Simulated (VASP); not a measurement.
Write the native input for VASP 6.6.1 that does the following.

```
Task                            : G0W0 low-scaling quasiparticle levels
Functional                      : PBE
Potentials or basis             : VASP PAW PBE potentials, release 64 (Mg_GW, O_GW)
Cutoff                          : 450 eV
k mesh                          : 4 × 4 × 4
Occupations                     : gaussian, width 0.01 eV
Spin                            : no spin polarisation
Cutoff of the response function : 150
Frequency points                : 16
Empty bands                     : 102
GW scheme                       : G0W0 low-scaling
GW iterations                   : 1
Further INCAR settings          : ALGO = EVGW0R; EDIFF = 1e-08; NBANDS = 106
```

Crystal: MgO.

```
Mg O
1.0
     0.00000    2.30616    2.30616
     2.30616    0.00000    2.30616
     2.30616    2.30616    0.00000
Mg O
1 1
Cartesian
  2.3062 2.3062 2.3062
  3.4592 3.4592 3.4592
```

The cell was built by a generator and needn't be a form met in nature.

The input as run:

POSCAR

```
MgO
1.0
    0.0000000000      2.3061600000      2.3061600000
    2.3061600000      0.0000000000      2.3061600000
    2.3061600000      2.3061600000      0.0000000000
Mg O
1 1
Direct
    0.5000000000      0.5000000000      0.5000000000
    0.7500000000      0.7500000000      0.7500000000
```

INCAR.step1

```
SYSTEM = MgO
ALGO = Fast
EDIFF = 1E-8
ENCUT = 450
GGA = PE
ISMEAR = 0
LASPH = .True.
LCHARG = .False.
LREAL = .False.
LWAVE = .True.
NELM = 80
PREC = Accurate
SIGMA = 0.01
```

INCAR.step2

```
SYSTEM = MgO
ALGO = Exact
EDIFF = 1E-8
ENCUT = 450
GGA = PE
ISMEAR = 0
ISTART = 1
LASPH = .True.
LCHARG = .False.
LOPTICS = .True.
LREAL = .False.
LWAVE = .True.
NBANDS = 106
NELM = 1
PREC = Accurate
SIGMA = 0.01
```

INCAR.step3

```
SYSTEM = MgO
ALGO = EVGW0R
EDIFF = 1E-8
ENCUT = 450
ENCUTGW = 150
GGA = PE
ISMEAR = 0
ISTART = 1
LASPH = .True.
LCHARG = .False.
LREAL = .False.
LWAVE = .False.
NBANDS = 106
NBANDSGW = 12
NELMGW = 1
NOMEGA = 16
PREC = Accurate
PRECFOCK = Fast
SIGMA = 0.01
```

KPOINTS

```
k-points
0
Gamma
  4 4 4
  0 0 0
```

Potentials or basis: VASP PAW PBE potentials, release 64 (Mg_GW, O_GW).

Run with:

```console
$ cat potpaw_PBE.64/Mg_GW/POTCAR potpaw_PBE.64/O_GW/POTCAR > POTCAR
$ cp INCAR.step1 INCAR
$ mpirun -np 1 vasp_std > vasp.out
$ cp INCAR.step2 INCAR
$ mpirun -np 1 vasp_std > vasp.out
$ cp INCAR.step3 INCAR
$ mpirun -np 1 vasp_std > vasp.out
```

Results of the run:

```json
{"Band gap on the k mesh, mean-field level": "3.46 eV, direct", "Quasiparticle gap": "5.53 eV", "Least direct quasiparticle gap": "5.53 eV", "RPA correlation energy": "-5.240 eV/atom", "RPA correlation energy per cell": "-10.481 eV"}
```

Caveat: the k mesh is coarse (spacing up to 0.59 Å⁻¹), so the values aren't converged; bands, screening cutoff and mesh are small and nothing is extrapolated, so the quasiparticle values aren't converged.

Run time: 14 min on 1 thread of Intel(R) Xeon(R) 6975P-C (Granite Rapids), with other jobs on the host, peak memory 3.9 GiB.
